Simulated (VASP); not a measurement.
Write the native input for VASP 6.6.1 that does the following.

| Item | Value |
| --- | --- |
| Task | relaxation of cell and atoms |
| Functional | r2SCAN |
| Potentials or basis | VASP PAW PBE potentials, release 64 (Hf_pv, O) |
| Cutoff | 600 eV |
| k mesh | 6 × 6 × 6 |
| Occupations | gaussian, width 0.03 eV |
| Spin | no spin polarisation |
| Further INCAR settings | ALGO = Normal; EDIFF = 1e-06; IBRION = 2; EDIFFG = -0.01; NSW = 90; ISIF = 3 |

The structure of HfO2 lies in POSCAR:

```
HfO2
1.0
    5.1180000000      0.0000000000      0.0000000000
    0.0000000000      5.1857000000      0.0000000000
   -0.8586630598      0.0000000000      5.2138671406
Hf O
4 8
Direct
    0.2755000000      0.0397000000      0.2080000000
    0.7245000000      0.5397000000      0.2920000000
    0.7245000000      0.9603000000      0.7920000000
    0.2755000000      0.4603000000      0.7080000000
    0.4487000000      0.7581000000      0.4801000000
    0.5513000000      0.2581000000      0.0199000000
    0.5513000000      0.2419000000      0.5199000000
    0.4487000000      0.7419000000      0.9801000000
    0.0742000000      0.3316000000      0.3467000000
    0.9258000000      0.8316000000      0.1533000000
    0.9258000000      0.6684000000      0.6533000000
    0.0742000000      0.1684000000      0.8467000000
```

One way to write it, as run:

INCAR

```
SYSTEM = HfO2
PREC     = Accurate       ! precision mode
ENCUT    = 600            ! plane-wave cutoff, eV
EDIFF    = 1E-6           ! SCF threshold, eV
ISMEAR   = 0              ! smearing method
SIGMA    = 0.03           ! smearing width, eV
LREAL    = .FALSE.        ! projectors in reciprocal space
LASPH    = .TRUE.         ! aspherical terms in the spheres
NELM     = 80             ! most SCF steps
ALGO     = Normal         ! electronic algorithm
ISIF     = 3              ! what is computed and relaxed
LWAVE    = .FALSE.        ! write WAVECAR
LCHARG   = .FALSE.        ! write CHGCAR
METAGGA  = R2SCAN         ! meta-GGA
LMIXTAU  = .TRUE.       
IBRION   = 2              ! ionic algorithm
NSW      = 90             ! ionic steps
EDIFFG   = -0.01          ! ionic threshold
KPAR     = 4
```

KPOINTS

```
Automatic mesh
0
G
  6 6 6
  0 0 0
```

Potentials or basis: VASP PAW PBE potentials, release 64 (Hf_pv, O).

Launch:

```console
$ cat potpaw_PBE.64/Hf_pv/POTCAR potpaw_PBE.64/O/POTCAR > POTCAR
$ mpirun -np 4 vasp_std > vasp.out
```

It gave:

```yaml
Relaxed_volume: 11.37 Å³/atom
Relaxed_cell: a = 5.090 Å, b = 5.156 Å, c = 5.270 Å, α = 90.00°, β = 99.49°, γ = 90.00°
Space_group_after_relaxing_to_0.05_Å: P2_1/c (No. 14)
Energy_gained_by_relaxing: 3.8 meV/atom
Ionic_steps: 10
Pressure_after_relaxing: 0.0 GPa
Largest_force_after_relaxing: 0.008 eV/Å
Band_gap_on_the_k_mesh: 4.60 eV, indirect (least direct gap 4.68 eV)
```

Caveat: the PAW data sets were made with another functional, which shifts forces and pressure a little; spin-orbit coupling is left out, which moves the levels of the heavy elements.

It took 45 min on 4 MPI ranks on AMD EPYC 9R45 96-Core Processor (Zen 5), with other jobs on the host, peak memory 0.65 GiB a rank.
